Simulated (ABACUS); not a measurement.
Set up this calculation in ABACUS 3.10.1, as the native input.

- Task: relaxation of cell and atoms
- Functional: HLE16
- Potentials or basis: PseudoDojo NC SR 0.4.1 PBE standard
- Cutoff: 1320 eV
- Density cutoff: 5279 eV
- Basis: plane waves
- k mesh: 9 × 9 × 9
- Occupations: fermi-dirac, width 0.05 eV
- Spin: collinear spin, ferromagnetic start
- Starting moments: [2.0, 0.0] μB
- Max steps of the relaxation: 60
- Force threshold: 0.02 eV/Å
- Optimiser: cg
- Stress threshold: 0.5 kbar
- Radial cutoff of the potentials (pseudo_rcut): 10 bohr
- SCF threshold on the density: 1e-08
- Max SCF steps: 100
- Eigensolver: dav
- Mixing: broyden
- Mixing share: 0.4
- Symmetry key: 1

CoO:

```
CELL_PARAMETERS angstrom
-2.13150 0.00000 2.13150
0.00000 2.13150 2.13150
-2.13150 2.13150 0.00000
ATOMIC_POSITIONS crystal
Co 0.00000 0.00000 0.00000
O 0.50000 0.50000 0.50000
```

These files were run (other wordings do the same):

INPUT

```
INPUT_PARAMETERS
suffix              CoO
calculation         cell-relax
basis_type          pw
pseudo_dir          ./
latname             fcc
symmetry            1
dft_functional      GGA_XC_HLE16
ecutwfc             97
pseudo_rcut         10
nspin               2
nbands              17
ks_solver           dav
smearing_method     fd
smearing_sigma      0.00367493
scf_thr             1e-08
scf_nmax            100
mixing_type         broyden
mixing_beta         0.4
cal_force           1
cal_stress          1
relax_nmax          60
force_thr_ev        0.02
relax_method        cg
out_stru            1
stress_thr          0.5
kpar                4
```

STRU

```
ATOMIC_SPECIES
Co 58.9332 Co.upf
O 15.9990 O.upf

LATTICE_CONSTANT
8.0559024693

ATOMIC_POSITIONS
Direct

Co
0.0
1
0.0000000000 0.0000000000 0.0000000000 1 1 1 mag 2

O
0.0
1
0.5000000000 0.5000000000 0.5000000000 1 1 1 mag 0
```

KPT

```
K_POINTS
0
Gamma
9 9 9 0 0 0
```

Potentials or basis: PseudoDojo NC SR 0.4.1 PBE standard, plane waves.

Command:

```console
$ OMP_NUM_THREADS=1 mpirun -np 4 abacus > log
```

It gave:

```json
{
  "Relaxed volume": "7.94 Å³/atom",
  "Relaxed cell": "a = 2.821 Å, b = 2.821 Å, c = 2.821 Å, α = 60.00°, β = 60.00°, γ = 60.00°",
  "Space group after relaxing (to 0.05 Å)": "Fm-3m (No. 225)",
  "Energy gained by relaxing": "199.9 meV/atom",
  "Ionic steps": "5",
  "Pressure after relaxing": "0.0 GPa",
  "Band gap on the k mesh": "none (metal or under the smearing width)",
  "Net moment": "3.00 μB per cell",
  "Absolute moment": "3.12 μB per cell"
}
```

Caveat: the volume moved by over 15 % at a fixed basis, so the end points are rough; the potentials were made for a functional far from this one; the potentials were made for another functional, which shifts forces and pressure; the volume moved by -18 % from the deposited cell, more than functionals usually miss; a cell with one magnetic atom can't hold antiferromagnetic order, which such compounds often take; semilocal functionals often make such compounds metallic where correlation or magnetic order opens a gap, which also shifts bond lengths.

Run time: 77 s on 4 MPI ranks on Intel(R) Xeon(R) Platinum 8259CL CPU @ 2.50GHz (Skylake/Cascade Lake), with other jobs on the host, peak memory 0.4 GiB a rank.
